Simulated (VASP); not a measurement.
A run of VASP 6.6.1 is set up as follows.

Contents of run.py:

```python
from ase.calculators.vasp import Vasp
from ase.dft.bandgap import bandgap
from ase.io import read

atoms = read('Nb.xyz')
calc = Vasp(
    directory='calc',
    xc='pbe',
    pp='PBE',
    setups='recommended',
    prec='Accurate',
    encut=520,
    ediff=1e-06,
    ismear=0,
    sigma=0.05,
    lreal=False,
    lasph=True,
    nelm=100,
    algo='Normal',
    isif=2,
    lwave=False,
    lcharg=False,
    kpts=[11, 11, 11],
    gamma=True,
)
atoms.calc = calc

print('energy (eV):', atoms.get_potential_energy())
print('free energy (eV):', atoms.get_potential_energy(force_consistent=True))
print('forces (eV/A):')
print(atoms.get_forces())
print('stress (eV/A^3, Voigt):', atoms.get_stress())
print('Fermi level (eV):', calc.get_fermi_level())
gap, top, bottom = bandgap(calc)
print('band gap (eV):', gap, 'from (spin, k, band)', top, 'to', bottom)
```

Contents of Nb.xyz:

```xyz
1
Lattice="0.0000000000 2.1150000000 2.1150000000 2.1150000000 0.0000000000 2.1150000000 2.1150000000 2.1150000000 0.0000000000" Properties=species:S:1:pos:R:3 pbc="T T T"
Nb     0.0000000000      0.0000000000      0.0000000000
```

Potentials or basis: VASP PAW PBE potentials, release 64 (Nb_sv).

The run is started by

```sh
$ python run.py
```

Problem. Predict the pressure.

Solution. -2.2 GPa.

Problem. What does it give for the band gap on the k mesh?

Solution. None (metal or under the smearing width).
